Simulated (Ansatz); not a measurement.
Input of an Ansatz 0.2.0 run:

Contents of input.yaml:

```yaml
crystal:
  lattice:
    - [0.0, 3.039, 3.039]
    - [3.039, 0.0, 3.039]
    - [3.039, 3.039, 0.0]
  atoms:
    - { symbol: Hg, position: [0.0, 0.0, 0.0] }
    - { symbol: Se, position: [0.75, 0.75, 0.75] }
hamiltonian:
  xc: pbe
  pseudopotentials: { kind: paw }
kpoints:
  mp_grid: { grid: [8, 8, 8] }
  band_path:
    path:
      - [[0.0, 0.0, 0.0], [0.5, 0.0, 0.5], [0.5, 0.25, 0.75], [0.375, 0.375, 0.75], [0.0, 0.0, 0.0], [0.5, 0.5, 0.5], [0.625, 0.25, 0.625], [0.5, 0.25, 0.75], [0.5, 0.5, 0.5], [0.375, 0.375, 0.75]]
      - [[0.625, 0.25, 0.625], [0.5, 0.0, 0.5]]
    npoints: 14
scf:
  occupations: { method: fermi_dirac, width: 0.05 }
  n_extra_bands: 6
output:
  forces: true
  stress: true
  eigenvalues: true
  fatbands: false
  write_density: true
  write_potential: true
  elf: true
  volumetric_format: npy
```

Potentials or basis: Ansatz PAW.

Command:

```bash
$ ansatz run input.yaml --threads 2 --pin off --max-ram 5632MiB --backend cpu --events-out ev --progress --plain --runs-dir out
```

Question: Estimate the pressure.

Answer: 4.7 GPa.

Question: What does it give for the band gap on the k mesh?

Answer: None (metal or under the smearing width).

Levels at the corners of the path, in eV from the Fermi level:
```
point  band 16  band 17  band 18  band 19  band 20  band 21
    Γ    -0.99    -0.06    -0.06    -0.06     5.44     5.44
    X    -5.15    -2.37    -2.37     2.74     2.95     8.40
    W    -5.36    -2.81    -2.48     3.57     5.08     6.04
    K    -5.31    -2.95    -1.94     2.89     4.43     7.90
    Γ    -0.99    -0.06    -0.06    -0.06     5.44     5.44
    L    -5.58    -1.03    -1.03     1.07     6.21     6.21
    U    -5.31    -2.95    -1.94     2.89     4.43     7.90
    W    -5.36    -2.81    -2.48     3.57     5.08     6.04
    L    -5.58    -1.03    -1.03     1.07     6.21     6.21
    K    -5.31    -2.95    -1.94     2.89     4.43     7.90
    U    -5.31    -2.95    -1.94     2.89     4.43     7.90
    X    -5.15    -2.37    -2.37     2.74     2.95     8.40
```

Caveat: spin-orbit coupling is left out, which moves the levels of the heavy elements.
